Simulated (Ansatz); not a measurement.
# Lanthanum, dhcp under LDA: ground state and equation of state, part 2 of 3

What does LDA give for lanthanum in the dhcp structure? We relax it, solve it on a dense k-mesh, switch on spin-orbit coupling, then scale the cell to 7 volumes from 88 to 112 % of the relaxed one and try a fit of the equation of state. The start is ferromagnetic. The k-meshes are 10×10×3 for the relaxation; 13×13×4 for the dense run; 10×10×3 for spin-orbit coupling; 13×13×4 for the volumes. It starts from a deposited cell (COD).

Ansatz 0.2.0; DFT, LDA (PW92), plane waves (420 eV) with PAW, scalar-relativistic. Earlier steps stand in the parts before.

## 3. Single point on a dense mesh

Contents of input.yaml:

```yaml
crystal:
  lattice:
    - [3.6008540736, 0.0, 0.0]
    - [-1.8004270368, 3.1184311031, 0.0]
    - [0.0, 0.0, 11.5069918234]
  atoms:
    - { symbol: La, position: [0.0, 1.0, 1.0], spin: 1.0 }
    - { symbol: La, position: [1.0, 1.0, 0.5], spin: 1.0 }
    - { symbol: La, position: [0.3333333333, 0.6666666667, 0.75], spin: 1.0 }
    - { symbol: La, position: [0.6666666667, 0.3333333333, 0.25], spin: 1.0 }
hamiltonian:
  xc: lda
  pseudopotentials:
    kind: paw
    azcp:
      La: "pseudopotentials/La.paw.azcp"
basis:
  ecutwfc: 420
  fft_grid_basis: typed
kpoints:
  mp_grid: { grid: [13, 13, 4], shift: [0, 0, 0] }
magnetization:
  spin_polarized: true
scf:
  occupations: { method: fermi_dirac, width: 0.05 }
```

The program printed (excerpt; [...] marks lines left out):

```text
Warning: <dir> the record states the generating functional pbe (its physics header spells it `PBE`), which answers neither for hamiltonian.xc's functional nor for the lda family's — results may be inconsistent (PPs are generated against a specific XC)
Warning: RAYON_NUM_THREADS=4 ignored (pool sized by the plan → 4); use --threads N
[...]
Pseudopotentials: kind: paw
Pseudopotential: La, paw, valence charge 11, recommended cutoff 420 eV (normal), <dir>
Functional definition: SPW92
[...]
Crystal: 4 atoms, lattice volume = 129.212 Å³
Basis set: ecut = 420 eV, 2487 PW (Γ)
Bands: 29, of which v1, the nominal top of the filled ones, is band 22 counted from 1 (21 counted from 0)
Symmetry: 24 space group operations
[...]
WARN: the starting moments were not kept: the SCF closed with an absolute magnetisation of 3.8e-6 μB, where they sum to 4 μB in size (4 sites). That is at most 0.1 of that sum. Measured as dr2_m measures the in/out step, that magnetisation stands 4.0e-13 eV from none, at or under the [...]
SCF converged after 10 iterations
Magnetization: 0.0000 μB (22.0000 up, 22.0000 down)
Absolute magnetization: 0.0000 μB (∫|ρ↑−ρ↓|, with the PAW one-centre terms)
Spin contamination: 0.0000 ħ² per cell (⟨S²⟩ above its minimum at these occupations)
Per-site moments (μB) at R_I (Å): [(9.165332721819187e-7, 1.4640977749982442), (9.165332721750992e-7, 1.4640977749982442), (1.0939933039240137e-7, 1.4640977749982442), (1.0939933051802729e-7, 1.4640977749982442)]
Free energy (F): -24304.623860 eV
[...]
E sigma→0 (E₀):  -24304.599687 eV
Entropy (-TS):   -0.048345 eV (-12.086 meV/atom)
Fermi energy:    12.700738 eV
[...]
```

It took 9.8 s on 4 threads of an Arm CPU, shared host; peak memory 0.66 GiB.

## 4. Spin-orbit coupling switched on

Contents of input.yaml:

```yaml
crystal:
  lattice:
    - [3.6008540736, 0.0, 0.0]
    - [-1.8004270368, 3.1184311031, 0.0]
    - [0.0, 0.0, 11.5069918234]
  atoms:
    - { symbol: La, position: [0.0, 1.0, 1.0], spin: 1.0, spin_axis: [0, 0, 1] }
    - { symbol: La, position: [1.0, 1.0, 0.5], spin: 1.0, spin_axis: [0, 0, 1] }
    - { symbol: La, position: [0.3333333333, 0.6666666667, 0.75], spin: 1.0, spin_axis: [0, 0, 1] }
    - { symbol: La, position: [0.6666666667, 0.3333333333, 0.25], spin: 1.0, spin_axis: [0, 0, 1] }
hamiltonian:
  xc: lda
  pseudopotentials:
    kind: paw_fr
    azcp:
      La: "pseudopotentials/La.paw.azcp"
basis:
  ecutwfc: 420
  fft_grid_basis: typed
kpoints:
  mp_grid: { grid: [10, 10, 3], shift: [0, 0, 0] }
magnetization:
  noncollinear: true
  spin_orbit: true
scf:
  occupations: { method: fermi_dirac, width: 0.05 }
```

The program printed (excerpt; [...] marks lines left out):

```text
Warning: <dir> the record states the generating functional pbe (its physics header spells it `PBE`), which answers neither for hamiltonian.xc's functional nor for the lda family's — results may be inconsistent (PPs are generated against a specific XC)
Warning: RAYON_NUM_THREADS=4 ignored (pool sized by the plan → 4); use --threads N
[...]
Pseudopotentials: kind: paw_fr
Pseudopotential: La, paw_fr, valence charge 11, recommended cutoff 420 eV (normal), <dir>
Functional definition: SPW92
[...]
Crystal: 4 atoms, lattice volume = 129.212 Å³
Basis set: ecut = 420 eV, 2487 PW (Γ)
Bands: 54, of which v1, the nominal top of the filled ones, is band 44 counted from 1 (43 counted from 0)
[...]
WARN: the starting moments were not kept: the SCF closed with an absolute magnetisation of 9.1e-6 μB, where they sum to 4 μB in size (4 sites). That is at most 0.1 of that sum. Measured as dr2_m measures the in/out step, that magnetisation stands 2.7e-12 eV from none, at or under the [...]
SCF converged after 14 iterations
Magnetization: |M| = 0.0000 μB,  M = (+0.0000, +0.0000, -0.0000) μB
Absolute magnetization: 0.0000 μB (∫|m|, with the PAW one-centre terms)
  site 0: m = (+0.0000, +0.0000, -0.0000) μB, |m| = 0.0000 μB  (R = 1.46 Å)
  site 1: m = (+0.0000, -0.0000, -0.0000) μB, |m| = 0.0000 μB  (R = 1.46 Å)
  site 2: m = (-0.0000, +0.0000, -0.0000) μB, |m| = 0.0000 μB  (R = 1.46 Å)
  site 3: m = (+0.0000, -0.0000, -0.0000) μB, |m| = 0.0000 μB  (R = 1.46 Å)
Free energy (F): -24325.098088 eV
[...]
E sigma→0 (E₀):  -24325.070459 eV
Entropy (-TS):   -0.055258 eV (-13.815 meV/atom)
Fermi energy:    12.707147 eV
[...]
```

Wall time 39 s (4 threads of an Arm CPU, shared host); peak memory 1.4 GiB.

With and without spin-orbit coupling:

```tsv
	scalar-relativistic	with spin-orbit coupling
k-mesh	13×13×4	10×10×3
gap on the mesh	none (levels filled in part)	none (levels filled in part)
magnetic state	non-magnetic	non-magnetic
```

The meshes differ, so small differences between the columns need not come from spin-orbit coupling.

## 5. The cell scaled to 88 % of its volume

Contents of input.yaml:

```yaml
crystal:
  lattice:
    - [3.4506407421, 0.0, 0.0]
    - [-1.725320371, 2.988342542, 0.0]
    - [0.0, 0.0, 11.0269658236]
  atoms:
    - { symbol: La, position: [0.0, 1.0, 1.0], spin: 1.0 }
    - { symbol: La, position: [1.0, 1.0, 0.5], spin: 1.0 }
    - { symbol: La, position: [0.3333333333, 0.6666666667, 0.75], spin: 1.0 }
    - { symbol: La, position: [0.6666666667, 0.3333333333, 0.25], spin: 1.0 }
hamiltonian:
  xc: lda
  pseudopotentials:
    kind: paw
    azcp:
      La: "pseudopotentials/La.paw.azcp"
basis:
  ecutwfc: 420
  fft_grid_basis: typed
kpoints:
  mp_grid: { grid: [13, 13, 4], shift: [0, 0, 0] }
magnetization:
  spin_polarized: true
scf:
  occupations: { method: fermi_dirac, width: 0.05 }
output:
  stress: true
```

The program printed (excerpt; [...] marks lines left out):

```text
Warning: <dir> the record states the generating functional pbe (its physics header spells it `PBE`), which answers neither for hamiltonian.xc's functional nor for the lda family's — results may be inconsistent (PPs are generated against a specific XC)
Warning: RAYON_NUM_THREADS=4 ignored (pool sized by the plan → 4); use --threads N
[...]
Pseudopotentials: kind: paw
Pseudopotential: La, paw, valence charge 11, recommended cutoff 420 eV (normal), <dir>
Functional definition: SPW92
[...]
Crystal: 4 atoms, lattice volume = 113.707 Å³
Basis set: ecut = 420 eV, 2197 PW (Γ)
Bands: 29, of which v1, the nominal top of the filled ones, is band 22 counted from 1 (21 counted from 0)
Symmetry: 24 space group operations
[...]
WARN: the starting moments were not kept: the SCF closed with an absolute magnetisation of 1.1e-6 μB, where they sum to 4 μB in size (4 sites). That is at most 0.1 of that sum. Measured as dr2_m measures the in/out step, that magnetisation stands 4.1e-14 eV from none, at or under the [...]
SCF converged after 10 iterations
Magnetization: -0.0000 μB (22.0000 up, 22.0000 down)
Absolute magnetization: 0.0000 μB (∫|ρ↑−ρ↓|, with the PAW one-centre terms)
Spin contamination: 0.0000 ħ² per cell (⟨S²⟩ above its minimum at these occupations)
Per-site moments (μB) at R_I (Å): [(8.866368065293696e-8, 1.4030214303603703), (8.866368063168844e-8, 1.4030214303603703), (-2.505553607605051e-7, 1.4030214303603703), (-2.505553607431987e-7, 1.4030214303603703)]
Free energy (F): -24304.435680 eV
[...]
E sigma→0 (E₀):  -24304.416169 eV
Entropy (-TS):   -0.039021 eV (-9.755 meV/atom)
Fermi energy:    14.665130 eV
[...]
--- Stress (GPa, compression-positive) ---
        4.098546      -0.000000       0.000000
        0.000000       4.098546      -0.000000
        0.000000      -0.000000       4.922066
  P = ⅓ Tr σ = 4.3731 GPa (43.731 kbar)
```

Wall time 9 s (4 threads of an Arm CPU, shared host); peak memory 0.63 GiB.

## 6. The cell scaled to 92 % of its volume

input.yaml: that of step 5 with these lines changed.

```diff
@@ -2,5 +2,5 @@
   lattice:
-    - [3.4506407421, 0.0, 0.0]
-    - [-1.725320371, 2.988342542, 0.0]
-    - [0.0, 0.0, 11.0269658236]
+    - [3.5021504368, 0.0, 0.0]
+    - [-1.7510752184, 3.0329512462, 0.0]
+    - [0.0, 0.0, 11.1915716709]
   atoms:
```

The program printed (excerpt; [...] marks lines left out):

```text
Warning: <dir> the record states the generating functional pbe (its physics header spells it `PBE`), which answers neither for hamiltonian.xc's functional nor for the lda family's — results may be inconsistent (PPs are generated against a specific XC)
Warning: RAYON_NUM_THREADS=4 ignored (pool sized by the plan → 4); use --threads N
[...]
Pseudopotentials: kind: paw
Pseudopotential: La, paw, valence charge 11, recommended cutoff 420 eV (normal), <dir>
Functional definition: SPW92
[...]
Crystal: 4 atoms, lattice volume = 118.875 Å³
Basis set: ecut = 420 eV, 2311 PW (Γ)
Bands: 29, of which v1, the nominal top of the filled ones, is band 22 counted from 1 (21 counted from 0)
Symmetry: 24 space group operations
[...]
WARN: the starting moments were not kept: the SCF closed with an absolute magnetisation of 1.5e-6 μB, where they sum to 4 μB in size (4 sites). That is at most 0.1 of that sum. Measured as dr2_m measures the in/out step, that magnetisation stands 7.0e-14 eV from none, at or under the [...]
SCF converged after 10 iterations
Magnetization: 0.0000 μB (22.0000 up, 22.0000 down)
Absolute magnetization: 0.0000 μB (∫|ρ↑−ρ↓|, with the PAW one-centre terms)
Spin contamination: 0.0000 ħ² per cell (⟨S²⟩ above its minimum at these occupations)
Per-site moments (μB) at R_I (Å): [(3.6042596343015655e-7, 1.423965136458353), (3.6042596340010986e-7, 1.4239651364583528), (-5.434988167837939e-8, 1.4239651364583528), (-5.4349881755902604e-8, 1.423965136458353)]
Free energy (F): -24304.547463 eV
[...]
E sigma→0 (E₀):  -24304.526117 eV
Entropy (-TS):   -0.042691 eV (-10.673 meV/atom)
Fermi energy:    13.958015 eV
[...]
--- Stress (GPa, compression-positive) ---
        2.360287       0.000000       0.000000
        0.000000       2.360287       0.000000
        0.000000       0.000000       3.124077
  P = ⅓ Tr σ = 2.6149 GPa (26.149 kbar)
```

Wall time 9.8 s (4 threads of an Arm CPU, shared host); peak memory 0.63 GiB.

## 7. The cell scaled to 96 % of its volume

input.yaml: that of step 6 with these lines changed.

```diff
@@ -2,5 +2,5 @@
   lattice:
-    - [3.5021504368, 0.0, 0.0]
-    - [-1.7510752184, 3.0329512462, 0.0]
-    - [0.0, 0.0, 11.1915716709]
+    - [3.5521879177, 0.0, 0.0]
+    - [-1.7760939588, 3.0762849757, 0.0]
+    - [0.0, 0.0, 11.3514728697]
   atoms:
```

The program printed (excerpt; [...] marks lines left out):

```text
Warning: <dir> the record states the generating functional pbe (its physics header spells it `PBE`), which answers neither for hamiltonian.xc's functional nor for the lda family's — results may be inconsistent (PPs are generated against a specific XC)
Warning: RAYON_NUM_THREADS=4 ignored (pool sized by the plan → 4); use --threads N
[...]
Pseudopotentials: kind: paw
Pseudopotential: La, paw, valence charge 11, recommended cutoff 420 eV (normal), <dir>
Functional definition: SPW92
[...]
Crystal: 4 atoms, lattice volume = 124.044 Å³
Basis set: ecut = 420 eV, 2407 PW (Γ)
Bands: 29, of which v1, the nominal top of the filled ones, is band 22 counted from 1 (21 counted from 0)
Symmetry: 24 space group operations
[...]
WARN: the starting moments were not kept: the SCF closed with an absolute magnetisation of 2.8e-6 μB, where they sum to 4 μB in size (4 sites). That is at most 0.1 of that sum. Measured as dr2_m measures the in/out step, that magnetisation stands 2.3e-13 eV from none, at or under the [...]
SCF converged after 10 iterations
Magnetization: 0.0000 μB (22.0000 up, 22.0000 down)
Absolute magnetization: 0.0000 μB (∫|ρ↑−ρ↓|, with the PAW one-centre terms)
Spin contamination: 0.0000 ħ² per cell (⟨S²⟩ above its minimum at these occupations)
Per-site moments (μB) at R_I (Å): [(6.876324161210222e-7, 1.444310244280833), (6.876324161660659e-7, 1.4443102442808329), (3.1000592574207496e-8, 1.4443102442808329), (3.100059263478267e-8, 1.444310244280833)]
Free energy (F): -24304.607533 eV
[...]
E sigma→0 (E₀):  -24304.584735 eV
Entropy (-TS):   -0.045596 eV (-11.399 meV/atom)
Fermi energy:    13.304808 eV
[...]
--- Stress (GPa, compression-positive) ---
        0.931477       0.000000      -0.000000
        0.000000       0.931477       0.000000
       -0.000000       0.000000       1.588571
  P = ⅓ Tr σ = 1.1505 GPa (11.505 kbar)
```

It took 10 s on 4 threads of an Arm CPU, shared host; peak memory 0.65 GiB.

## 8. The cell scaled to 100 % of its volume

input.yaml: that of step 7 with these lines changed.

```diff
@@ -2,5 +2,5 @@
   lattice:
-    - [3.5521879177, 0.0, 0.0]
-    - [-1.7760939588, 3.0762849757, 0.0]
-    - [0.0, 0.0, 11.3514728697]
+    - [3.6008540736, 0.0, 0.0]
+    - [-1.8004270368, 3.1184311031, 0.0]
+    - [0.0, 0.0, 11.5069918234]
   atoms:
```

The program printed (excerpt; [...] marks lines left out):

```text
Warning: <dir> the record states the generating functional pbe (its physics header spells it `PBE`), which answers neither for hamiltonian.xc's functional nor for the lda family's — results may be inconsistent (PPs are generated against a specific XC)
Warning: RAYON_NUM_THREADS=4 ignored (pool sized by the plan → 4); use --threads N
[...]
Pseudopotentials: kind: paw
Pseudopotential: La, paw, valence charge 11, recommended cutoff 420 eV (normal), <dir>
Functional definition: SPW92
[...]
Crystal: 4 atoms, lattice volume = 129.212 Å³
Basis set: ecut = 420 eV, 2487 PW (Γ)
Bands: 29, of which v1, the nominal top of the filled ones, is band 22 counted from 1 (21 counted from 0)
Symmetry: 24 space group operations
[...]
WARN: the starting moments were not kept: the SCF closed with an absolute magnetisation of 3.8e-6 μB, where they sum to 4 μB in size (4 sites). That is at most 0.1 of that sum. Measured as dr2_m measures the in/out step, that magnetisation stands 4.0e-13 eV from none, at or under the [...]
SCF converged after 10 iterations
Magnetization: 0.0000 μB (22.0000 up, 22.0000 down)
Absolute magnetization: 0.0000 μB (∫|ρ↑−ρ↓|, with the PAW one-centre terms)
Spin contamination: 0.0000 ħ² per cell (⟨S²⟩ above its minimum at these occupations)
Per-site moments (μB) at R_I (Å): [(9.16556839170585e-7, 1.4640977749982442), (9.165568391592962e-7, 1.4640977749982442), (1.0938862303012892e-7, 1.4640977749982442), (1.0938862304201048e-7, 1.4640977749982442)]
Free energy (F): -24304.623860 eV
[...]
E sigma→0 (E₀):  -24304.599687 eV
Entropy (-TS):   -0.048345 eV (-12.086 meV/atom)
Fermi energy:    12.700738 eV
[...]
--- Stress (GPa, compression-positive) ---
       -0.288032       0.000000      -0.000000
        0.000000      -0.288032       0.000000
       -0.000000       0.000000       0.251667
  P = ⅓ Tr σ = -0.1081 GPa (-1.081 kbar)
```

Wall time 11 s (4 threads of an Arm CPU, shared host); peak memory 0.67 GiB.

## 9. The cell scaled to 104 % of its volume

input.yaml: that of step 8 with these lines changed.

```diff
@@ -2,5 +2,5 @@
   lattice:
-    - [3.6008540736, 0.0, 0.0]
-    - [-1.8004270368, 3.1184311031, 0.0]
-    - [0.0, 0.0, 11.5069918234]
+    - [3.6482391664, 0.0, 0.0]
+    - [-1.8241195832, 3.1594677972, 0.0]
+    - [0.0, 0.0, 11.6584169756]
   atoms:
```

The program printed (excerpt; [...] marks lines left out):

```text
Warning: <dir> the record states the generating functional pbe (its physics header spells it `PBE`), which answers neither for hamiltonian.xc's functional nor for the lda family's — results may be inconsistent (PPs are generated against a specific XC)
Warning: RAYON_NUM_THREADS=4 ignored (pool sized by the plan → 4); use --threads N
[...]
Pseudopotentials: kind: paw
Pseudopotential: La, paw, valence charge 11, recommended cutoff 420 eV (normal), <dir>
Functional definition: SPW92
[...]
Crystal: 4 atoms, lattice volume = 134.381 Å³
Basis set: ecut = 420 eV, 2583 PW (Γ)
Bands: 29, of which v1, the nominal top of the filled ones, is band 22 counted from 1 (21 counted from 0)
Symmetry: 24 space group operations
[...]
WARN: the starting moments were not kept: the SCF closed with an absolute magnetisation of 3.9e-6 μB, where they sum to 4 μB in size (4 sites). That is at most 0.1 of that sum. Measured as dr2_m measures the in/out step, that magnetisation stands 3.7e-13 eV from none, at or under the [...]
SCF converged after 10 iterations
Magnetization: 0.0000 μB (22.0000 up, 22.0000 down)
Absolute magnetization: 0.0000 μB (∫|ρ↑−ρ↓|, with the PAW one-centre terms)
Spin contamination: 0.0000 ħ² per cell (⟨S²⟩ above its minimum at these occupations)
Per-site moments (μB) at R_I (Å): [(8.754557466265305e-7, 1.4833644288456909), (8.754557467135172e-7, 1.483364428845691), (1.9890834982984429e-7, 1.4833644288456909), (1.9890834984048532e-7, 1.483364428845691)]
Free energy (F): -24304.602448 eV
[...]
E sigma→0 (E₀):  -24304.576625 eV
Entropy (-TS):   -0.051646 eV (-12.912 meV/atom)
Fermi energy:    12.140485 eV
[...]
--- Stress (GPa, compression-positive) ---
       -1.336135      -0.000000      -0.000000
        0.000000      -1.336135      -0.000000
       -0.000000      -0.000000      -0.900138
  P = ⅓ Tr σ = -1.1908 GPa (-11.908 kbar)
```

Run time: 12 s. Hardware: 4 threads of an Arm CPU, shared host; peak memory 0.67 GiB.

## 10. The cell scaled to 108 % of its volume

input.yaml: that of step 9 with these lines changed.

```diff
@@ -2,5 +2,5 @@
   lattice:
-    - [3.6482391664, 0.0, 0.0]
-    - [-1.8241195832, 3.1594677972, 0.0]
-    - [0.0, 0.0, 11.6584169756]
+    - [3.694424312, 0.0, 0.0]
+    - [-1.847212156, 3.1994653066, 0.0]
+    - [0.0, 0.0, 11.806007542]
   atoms:
```

The program printed (excerpt; [...] marks lines left out):

```text
Warning: <dir> the record states the generating functional pbe (its physics header spells it `PBE`), which answers neither for hamiltonian.xc's functional nor for the lda family's — results may be inconsistent (PPs are generated against a specific XC)
Warning: RAYON_NUM_THREADS=4 ignored (pool sized by the plan → 4); use --threads N
[...]
Pseudopotentials: kind: paw
Pseudopotential: La, paw, valence charge 11, recommended cutoff 420 eV (normal), <dir>
Functional definition: SPW92
[...]
Crystal: 4 atoms, lattice volume = 139.549 Å³
Basis set: ecut = 420 eV, 2751 PW (Γ)
Bands: 29, of which v1, the nominal top of the filled ones, is band 22 counted from 1 (21 counted from 0)
Symmetry: 24 space group operations
[...]
WARN: the starting moments were not kept: the SCF closed with an absolute magnetisation of 4.0e-6 μB, where they sum to 4 μB in size (4 sites). That is at most 0.1 of that sum. Measured as dr2_m measures the in/out step, that magnetisation stands 3.6e-13 eV from none, at or under the [...]
SCF converged after 10 iterations
Magnetization: 0.0000 μB (22.0000 up, 22.0000 down)
Absolute magnetization: 0.0000 μB (∫|ρ↑−ρ↓|, with the PAW one-centre terms)
Spin contamination: 0.0000 ħ² per cell (⟨S²⟩ above its minimum at these occupations)
Per-site moments (μB) at R_I (Å): [(8.301992321053464e-7, 1.502143187299507), (8.301992320653489e-7, 1.5021431872995066), (1.5576850993172188e-7, 1.5021431872995066), (1.5576850993996693e-7, 1.502143187299507)]
Free energy (F): -24304.548737 eV
[...]
E sigma→0 (E₀):  -24304.521166 eV
Entropy (-TS):   -0.055142 eV (-13.786 meV/atom)
Fermi energy:    11.618994 eV
[...]
--- Stress (GPa, compression-positive) ---
       -2.229797       0.000000       0.000000
        0.000000      -2.229797       0.000000
        0.000000       0.000000      -1.884296
  P = ⅓ Tr σ = -2.1146 GPa (-21.146 kbar)
```

It took 12 s on 4 threads of an Arm CPU, shared host; peak memory 0.69 GiB.

## 11. The cell scaled to 112 % of its volume

input.yaml: that of step 10 with these lines changed.

```diff
@@ -2,5 +2,5 @@
   lattice:
-    - [3.694424312, 0.0, 0.0]
-    - [-1.847212156, 3.1994653066, 0.0]
-    - [0.0, 0.0, 11.806007542]
+    - [3.7394827077, 0.0, 0.0]
+    - [-1.8697413538, 3.2384870219, 0.0]
+    - [0.0, 0.0, 11.9499974346]
   atoms:
```

The program printed (excerpt; [...] marks lines left out):

```text
Warning: <dir> the record states the generating functional pbe (its physics header spells it `PBE`), which answers neither for hamiltonian.xc's functional nor for the lda family's — results may be inconsistent (PPs are generated against a specific XC)
Warning: RAYON_NUM_THREADS=4 ignored (pool sized by the plan → 4); use --threads N
[...]
Pseudopotentials: kind: paw
Pseudopotential: La, paw, valence charge 11, recommended cutoff 420 eV (normal), <dir>
Functional definition: SPW92
[...]
Crystal: 4 atoms, lattice volume = 144.718 Å³
Basis set: ecut = 420 eV, 2823 PW (Γ)
Bands: 29, of which v1, the nominal top of the filled ones, is band 22 counted from 1 (21 counted from 0)
Symmetry: 24 space group operations
[...]
WARN: the starting moments were not kept: the SCF closed with an absolute magnetisation of 4.5e-6 μB, where they sum to 4 μB in size (4 sites). That is at most 0.1 of that sum. Measured as dr2_m measures the in/out step, that magnetisation stands 4.5e-13 eV from none, at or under the [...]
SCF converged after 10 iterations
Magnetization: 0.0000 μB (22.0000 up, 22.0000 down)
Absolute magnetization: 0.0000 μB (∫|ρ↑−ρ↓|, with the PAW one-centre terms)
Spin contamination: 0.0000 ħ² per cell (⟨S²⟩ above its minimum at these occupations)
Per-site moments (μB) at R_I (Å): [(9.198098913054653e-7, 1.5204638122312877), (9.198098913397498e-7, 1.5204638122312877), (5.541605812550594e-8, 1.5204638122312877), (5.5416058185152704e-8, 1.5204638122312877)]
Free energy (F): -24304.467412 eV
[...]
E sigma→0 (E₀):  -24304.438345 eV
Entropy (-TS):   -0.058133 eV (-14.533 meV/atom)
Fermi energy:    11.132254 eV
[...]
--- Stress (GPa, compression-positive) ---
       -2.999195       0.000000       0.000000
       -0.000000      -2.999195       0.000000
        0.000000       0.000000      -2.726194
  P = ⅓ Tr σ = -2.9082 GPa (-29.082 kbar)
```

It took 12 s on 4 threads of an Arm CPU, shared host; peak memory 0.7 GiB.

(Continued in part 3 of 3.)
